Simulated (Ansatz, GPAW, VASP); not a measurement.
# Cu: programs and potentials compared

```xyz
1
Lattice="0.0000 1.8075 1.8075 1.8075 0.0000 1.8075 1.8075 1.8075 0.0000" Properties=species:S:1:pos:R:3 pbc="T T T"
Cu    0.0000    0.0000    0.0000
```

Alike in all runs: task band structure; functional r2SCAN; k mesh 13 × 13 × 13; occupations fermi-dirac, width 0.05 eV; no spin polarisation; no spin-orbit coupling. Pressure is positive in compression and, in plane waves, holds the error of the finite cutoff, which Ansatz's Pulay term estimates and takes out.

```json
{"program and potentials": "Ansatz, Ansatz PAW", "plane-wave cutoff (eV)": "500", "notes": "potentials made for PBE, which Ansatz adapts in part; 19 valence electrons an atom on average; Pulay term of +0.08 GPa included", "pressure (GPa)": "-4.91"}
{"program and potentials": "GPAW, GPAW PAW data sets (gpaw-data 1.2.1)", "plane-wave cutoff (eV)": "600", "notes": "potentials made for PBE; 11 valence electrons an atom on average", "pressure (GPa)": "-3.35"}
{"program and potentials": "VASP, PBE PAW files Cu, 520 eV", "plane-wave cutoff (eV)": "520", "notes": "potentials made for PBE; 11 valence electrons an atom on average", "pressure (GPa)": "-4.35"}
```

The pressure spans -4.91 (Ansatz, Ansatz PAW) to -3.35 GPa (GPAW, GPAW PAW data sets (gpaw-data 1.2.1)).

The functional is the same throughout but for its coding, so the spread measures potentials, basis and numerics; runs on potential files found faulty are left out.
